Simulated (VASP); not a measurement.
# MgI2 (P-3m1) in VASP: a series of runs

One crystal, MgI2, is run at these levels: LDA; tasks: single point.

All numbers are computed with VASP 6.6.1; they aren't measurements. Logs are shortened: lines on timing, memory, paths and dates and some standing lists are left out, and cuts for length are marked.

### 1 The crystal as given

The structure is trigonal, space group P-3m1 (No. 164). The conventional cell has a = 4.271 Å, b = 4.271 Å, c = 6.491 Å, α = 90.00°, β = 90.00°, γ = 120.00°. Mg (site symmetry -3m) is surrounded by 6 I at 2.92 Å. I (site symmetry 3m) is surrounded by 3 Mg at 2.92 Å.

### 2 Single point, LDA

Contents of INCAR:

```
  ALGO = Normal
  EDIFF = 1E-6
  ENCUT = 520
  ISIF = 2
  ISMEAR = 0
  LASPH = True
  LCHARG = False
  LREAL = False
  LWAVE = False
  NBANDS = 15
  NELM = 100
  PREC = Accurate
  SIGMA = 0.05
```

Contents of KPOINTS:

```
k-points
0
Gamma
  9 9 4
```

Contents of POSCAR:

```
MgI2
1.0
    4.2707668538      0.0000000000      0.0000000000
   -2.1353834269      3.6985925890      0.0000000000
    0.0000000000      0.0000000000      6.4909649688
Mg I
1 2
Direct
    0.0000000000      0.0000000000      0.0000000000
    0.3333333333      0.6666666667      0.7576300000
    0.6666666667      0.3333333333      0.2423700000
```

Potentials or basis: VASP PAW LDA potentials, release 64 (Mg, I).

Run with:

```console
> cat potpaw_LDA.64/Mg/POTCAR potpaw_LDA.64/I/POTCAR > POTCAR
> mpirun -np 1 vasp_std > vasp.out
```

OUTCAR:

```text
EDIFF = 1E-6
   ENCUT = 520
   ISIF = 2
   ISMEAR = 0
   LASPH = True
   LREAL = False
   NELM = 100
   PREC = Accurate

 ion  position               nearest neighbor table
   1  0.000  0.000  0.000-   2 2.92   3 2.92   2 2.92   3 2.92   3 2.92   2 2.92
   2  0.333  0.667  0.758-   1 2.92   1 2.92   1 2.92
   3  0.667  0.333  0.242-   1 2.92   1 2.92   1 2.92

  LATTYP: Found a hexagonal cell.
 ALAT       =     4.2707668538
 C/A-ratio  =     1.5198593581

  Lattice vectors:

 A1 = (   4.2707668538,   0.0000000000,   0.0000000000)
 A2 = (  -2.1353834269,   3.6985925890,   0.0000000000)
 A3 = (   0.0000000000,   0.0000000000,   6.4909649688)

Analysis of symmetry for initial positions (statically):
=====================================================================
 Subroutine PRICEL returns:
 Original cell was already a primitive cell.

 Routine SETGRP: Setting up the symmetry group for a
 hexagonal supercell.

 Subroutine GETGRP returns: Found 12 space group operations
 (whereof 12 operations were pure point group operations)
 out of a pool of 24 trial point group operations.

The static configuration has the point symmetry D_3d.

Analysis of symmetry for dynamics (positions and initial velocities):
=====================================================================
 Subroutine PRICEL returns:
 Original cell was already a primitive cell.

 Routine SETGRP: Setting up the symmetry group for a
 hexagonal supercell.

 Subroutine GETGRP returns: Found 12 space group operations
 (whereof 12 operations were pure point group operations)
 out of a pool of 24 trial point group operations.

The dynamic configuration has the point symmetry D_3d.

 Subroutine INISYM returns: Found 12 space group operations
 (whereof 12 operations are pure point group operations),
 and found     1 'primitive' translations

----------------------------------------------------------------------------------------

                                     Primitive cell

  volume of cell :     102.5302

  direct lattice vectors                    reciprocal lattice vectors
     4.270766854  0.000000000  0.000000000     0.234149986  0.135186558  0.000000000
    -2.135383427  3.698592589  0.000000000     0.000000000  0.270373115  0.000000000
     0.000000000  0.000000000  6.490964969     0.000000000  0.000000000  0.154060298

  length of vectors
     4.270766854  4.270766854  6.490964969     0.270373115  0.270373115  0.154060298

  position of ions in fractional coordinates (direct lattice)
     0.000000000  0.000000000  0.000000000
     0.333333333  0.666666667  0.757630000
     0.666666667  0.333333333  0.242370000

  ion indices of the primitive-cell ions
   primitive index   ion index
                 1           1
                 2           2
                 3           3

----------------------------------------------------------------------------------------

 KPOINTS: k-points

Automatic generation of k-mesh.
 Grid dimensions read from file:
 generate k-points for:    9    9    4

 Generating k-lattice:

  Cartesian coordinates                     Fractional coordinates (reciprocal lattice)
     0.026016665  0.015020729  0.000000000     0.111111111  0.000000000  0.000000000
     0.000000000  0.030041457  0.000000000     0.000000000  0.111111111  0.000000000
     0.000000000  0.000000000  0.038515075     0.000000000  0.000000000  0.250000000

  Length of vectors
     0.030041457  0.030041457  0.038515075

  Shift w.r.t. Gamma in fractional coordinates (k-lattice)
     0.000000000  0.000000000  0.000000000

 Subroutine IBZKPT returns following result:
 ===========================================

 Found     43 irreducible k-points:

 Following reciprocal coordinates:
            Coordinates               Weight
  0.000000  0.000000  0.000000      1.000000
  0.111111  0.000000  0.000000      6.000000
  0.222222  0.000000  0.000000      6.000000
  0.333333  0.000000  0.000000      6.000000
  0.444444  0.000000  0.000000      6.000000
  0.111111  0.111111  0.000000      6.000000
[... 16 lines left out ...]
  0.222222  0.111111  0.250000     12.000000
 -0.111111  0.333333  0.250000     12.000000
 [... further k-points ...]
   k-points           NKPTS =     43   k-points in BZ     NKDIM =     43   number of bands    NBANDS=     15
   number of dos      NEDOS =    301   number of ions     NIONS =      3
   total plane-waves  NPLWV =  49152
   dimension x,y,z NGX =    32 NGY =   32 NGZ =   48
   dimension x,y,z NGXF=    64 NGYF=   64 NGZF=   96
   ions per type =               1   2
   NGX,Y,Z   is equivalent  to a cutoff of  12.46, 12.46, 12.29 a.u.
   NGXF,Y,Z  is equivalent  to a cutoff of  24.91, 24.91, 24.59 a.u.
 SYSTEM =  unknown system
   PREC   = accura    normal or accurate (medium, high low for compatibility)
   ISTART =      0    job   : 0-new  1-cont  2-samecut
   ICHARG =      2    charge: 1-file 2-atom 10-const
   ISPIN  =      1    spin polarized calculation?
   LNONCOLLINEAR =      F non collinear calculations
   LSORBIT =      F    spin-orbit coupling
   LASPH  =      T    aspherical Exc in radial PAW
   ENCUT  =  520.0 eV  38.22 Ry    6.18 a.u.   7.94  7.94 12.07*2*pi/ulx,y,z
   NELM   =    100;   NELMIN=  2; NELMDL= -5     # of ELM steps
   EDIFF  = 0.1E-05   stopping-criterion for ELM
   LREAL  =      F    real-space projection
   EDIFFG = 0.1E-04   stopping-criterion for IOM
   NSW    =      0    number of steps for IOM
   IBRION =     -1    ionic relax: 0-MD 1-quasi-New 2-CG
   NFREE  =      0    steps in history (QN), initial steepest desc. (CG)
   ISIF   =      2    stress and relaxation
   ISYM   =      2    0-nonsym 1-usesym 2-fastsym
   POTIM  = 0.5000    time-step for ionic-motion
   TEBEG  =    0.0;   TEEND  =   0.0 temperature during run
   PSTRESS=    0.0 pullay stress
   NELECT =      16.0000    total number of electrons
   NUPDOWN=      -1.0000    fix difference up-down
   EMIN   =  10.00;   EMAX   =-10.00  energy-range for DOS
   EFERMI =   0.00;   METHOD = LEGACY
   ISMEAR =     0;   SIGMA  =   0.05  broadening in eV -4-tet -1-fermi 0-gaus
   EFERMI_NEDOS =   21; number of points for ismear=-14 and -15
   IALGO  =     38    algorithm
   IMIX   =      4    mixing-type and parameters
     AMIX     =   0.40;   BMIX     =  1.00
     AMIX_MAG =   1.60;   BMIX_MAG =  1.00
  volume/ion in A,a.u.               =      34.18       230.64
  Fermi-wavevector in a.u.,A,eV,Ry     =   0.881382  1.665571 10.569477  0.776835
  Thomas-Fermi vector in A             =   2.001871
   LORBIT       =      0    0 simple, 1 ext, 2 COOP (PROOUT), +10 PAW based schemes
   GGA     = CA    functional components
   LHFCALC =     F    Hartree Fock is set to
   AEXX    =    0.0000 exact exchange contribution
   IVDW    =     0    specifies the selected vdW correction
   LEPSILON=     F    determine dielectric tensor
   LRPA    =     F    only Hartree local field effects (RPA)
 non-spin polarized calculation
 Gauss-broadening in eV      SIGMA  =   0.05
  energy-cutoff  :      520.00
  volume of cell :      102.53
 maximum number of plane-waves:      2790
   NGX = 15   NGY = 15   NGZ = 25

 number of electron      16.0000000 magnetization

 Free energy of the ion-electron system (eV)
  ---------------------------------------------------
  ext. energy  EPLUGINS =         0.00000000
  ---------------------------------------------------
  free energy    TOTEN  =        -9.01874415 eV

  energy without entropy =       -9.01874415  energy(sigma->0) =       -9.01874415

 E-fermi :   2.7706     XC(G=0):  -8.5609

 val. band max:        2.5231043014   @ k =   0.0000   0.0000   0.0000
 cond. band min:       5.4113515769   @ k =   0.0000   0.0000   0.0000
 fundamental gap:      2.8882472755
 Fermi energy:         2.7706400209

 k-point     1 :       0.0000    0.0000    0.0000
  band No.  band energies     occupation
      1      -9.9646      2.00000
      2      -9.0984      2.00000
      3      -1.3078      2.00000
      4       1.4186      2.00000
      5       1.4186      2.00000
      6       1.9076      2.00000
      7       1.9076      2.00000
      8       2.5231      2.00000
      9       5.4114      0.00000
     10       6.4658      0.00000
     11       8.4530      0.00000
     12       8.4530      0.00000
     13      10.0301      0.00000
     14      10.0994      0.00000
     15      10.0994      0.00000

 k-point     2 :       0.1111    0.0000    0.0000
  band No.  band energies     occupation
      1      -9.9055      2.00000
      2      -9.0782      2.00000
      3      -1.2238      2.00000
      4       0.9611      2.00000
      5       1.2570      2.00000
      6       1.5037      2.00000
      7       1.9248      2.00000
      8       2.4485      2.00000
      9       5.9537      0.00000
     10       6.9050      0.00000
     11       8.0216      0.00000
     12       8.6426      0.00000
     13       9.6161      0.00000
     14      10.2585      0.00000
     15      10.2992      0.00000

 k-point     3 :       0.2222    0.0000    0.0000
  band No.  band energies     occupation
      1      -9.7427      2.00000
      2      -9.0330      2.00000
      3      -1.0129      2.00000
      4       0.0683      2.00000
      5       0.7954      2.00000
      6       0.9510      2.00000
      7       1.8824      2.00000
      8       2.2096      2.00000
      9       6.3969      0.00000
     10       7.3013      0.00000
     11       8.3752      0.00000
     12       8.9826      0.00000
     13       9.1023      0.00000
     14       9.6845      0.00000
     15      10.5642      0.00000
[... 343 lines left out ...]
 k-point    23 :       0.2222    0.1111    0.2500
  band No.  band energies     occupation
      1      -9.5405      2.00000
      2      -9.0811      2.00000
      3      -1.0161      2.00000
      4      -0.0915      2.00000
      5       0.3101      2.00000
      6       0.9602      2.00000
      7       1.3938      2.00000
      8       1.9913      2.00000
      9       6.2087      0.00000
     10       8.0623      0.00000
     11       8.4774      0.00000
     12       8.8768      0.00000
     13       9.1986      0.00000
     14       9.9225      0.00000
     15      10.8213      0.00000

 k-point    24 :      -0.1111    0.3333    0.2500
  band No.  band energies     occupation
      1      -9.5392      2.00000
      2      -9.0829      2.00000
      3      -0.8420      2.00000
      4      -0.4627      2.00000
      5       0.5562      2.00000
      6       0.8454      2.00000
      7       1.4745      2.00000
      8       1.9807      2.00000
      9       6.5296      0.00000
     10       7.5201      0.00000
     11       8.2278      0.00000
     12       8.8904      0.00000
     13       9.4250      0.00000
     14       9.8375      0.00000
     15      10.6267      0.00000

 [... further k-points ...]
[... 5 lines left out ...]
  --------------------------------------------------------------------------------------
  -------------------------------------------------------------------------------------
  Total       -1.5084022     -1.5084022      0.0525807      0.0000000      0.0000000      0.0000000
  in kB      -23.5708980    -23.5708980      0.8216464      0.0000000      0.0000000      0.0000000
  external PRESSURE =     -15.4400499 kB  Pullay stress =       0.0000000 kB

 VOLUME and BASIS-vectors are now :
 -----------------------------------------------------------------------------
  energy-cutoff  :      520.00
  volume of cell :      102.53
      direct lattice vectors                 reciprocal lattice vectors
     4.270766854  0.000000000  0.000000000     0.234149986  0.135186558  0.000000000
    -2.135383427  3.698592589  0.000000000     0.000000000  0.270373115  0.000000000
     0.000000000  0.000000000  6.490964969     0.000000000  0.000000000  0.154060298

 POSITION                                       TOTAL-FORCE (eV/Angst)
 -----------------------------------------------------------------------------------
      0.00000      0.00000      0.00000         0.000000      0.000000      0.000000
     -0.00000      2.46573      4.91775         0.000000      0.000000     -0.053864
      2.13538      1.23286      1.57322        -0.000000      0.000000      0.053864
 -----------------------------------------------------------------------------------
    total drift:                               -0.000000      0.000000     -0.000000

  FREE ENERGIE OF THE ION-ELECTRON SYSTEM (eV)
  ---------------------------------------------------
  free  energy   TOTEN  =        -9.0187441458 eV

  energy  without entropy=       -9.0187441458  energy(sigma->0) =       -9.01874415
```

Run time: 18 s. Hardware: 1 thread of Intel Xeon 6975P-C (Granite Rapids), shared host; peak memory 0.21 GiB.

What came out:

| Item | Value |
| --- | --- |
| Free energy | -9.0187 eV |
| Pressure | -1.5 GPa |
| Largest force | 0.054 eV/Å |
| Band gap on the k mesh | 2.89 eV, direct |

Forces on the atoms (eV/Å):
```
Mg   0.000  0.000  0.000
I    0.000  0.000 -0.054
I    0.000  0.000  0.054
```

Stress tensor (GPa, compression positive):
```
-2.36  0.00  0.00
 0.00 -2.36  0.00
 0.00  0.00  0.08
```

Levels at points of the mesh, in eV from the valence-band top:
```csv
k point,band 5,band 6,band 7,band 8,band 9,band 10,band 11,band 12
"(0.00, 0.00, 0.00)",-1.10,-0.62,-0.62,0.00,2.89,3.94,5.93,5.93
"(0.00, 0.00, 0.50)",-0.96,-0.96,-0.76,-0.76,3.85,4.11,5.66,5.66
```

Caveat: spin-orbit coupling is left out, which moves the levels of the heavy elements; an odd mesh through Γ misses points on the zone boundary, where band edges often lie.

(Continued in part 2 of 2.)
